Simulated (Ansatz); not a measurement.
## Relaxing MnO

Computed with Ansatz 0.2.0, DFT PBE, scalar-relativistic, plane waves, PAW. Run with 420 eV cutoff, 16×16×16 k-mesh, Gaussian smearing of 0.10 eV, collinear spin.

What was changed in MnS: S → O on all its sites, cell and atoms relaxed.

Input:

```yaml
crystal:
  lattice:
    - [0.0, 2.4027798349, 2.4027798349]
    - [2.4027798349, 0.0, 2.4027798349]
    - [2.4027798349, 2.4027798349, 0.0]
  atoms:
    - { symbol: Mn, position: [0.0, 0.0, 0.0], spin: 4.38 }
    - { symbol: O, position: [0.75, 0.75, 0.75], spin: 0.24 }
basis:
  ecutwfc: 420
kpoints:
  mp_grid: { grid: [16, 16, 16] }
hamiltonian:
  xc: pbe
scf:
  occupations: { method: gaussian, width: 0.1 }
output:
  forces: true
  stress: true
  eigenvalues: true
  populations: true
magnetization:
  spin_polarized: true
relax:
  adjacent_minimum: "off"
  f_tol: 0.01
  max_steps: 60
  cell: { stress_tol: 0.1 }
```

F is the free energy. Steps run on the plane waves of an earlier cell, but the last one, and at times one on the way, on a freshly chosen basis, so a repeated geometry can differ a little in energy.

Steps:

| step | F − F(1) (eV) | largest force component (eV/Å) | V (Å³/atom) | P (GPa) |
| --- | --- | --- | --- | --- |
| 1 | 0.0000 | 0.000 | 13.872 | -0.34 |
| 2 | -0.0002 | 0.000 | 13.846 | -0.11 |
| 3 | -0.0003 | 0.000 | 13.833 | 0.00 |
| 4 | -0.0001 | 0.000 | 13.833 | -0.01 |

Relaxed structure:

```
CELL_PARAMETERS angstrom
0.00000 2.40050 2.40050
2.40050 0.00000 2.40050
2.40050 2.40050 0.00000
ATOMIC_POSITIONS crystal
Mn 0.00000 0.00000 0.00000
O 0.75000 0.75000 0.75000
```

Symmetry: F-43m, No. 216, cubic system. Conventional cell: a = 4.801 Å, b = 4.801 Å, c = 4.801 Å, α = 90.00°, β = 90.00°, γ = 90.00°. Mn (site symmetry -43m) is surrounded by 4 O at 2.08 Å. O (site symmetry -43m) is surrounded by 4 Mn at 2.08 Å.

The run converged. The run took about 60 core-seconds.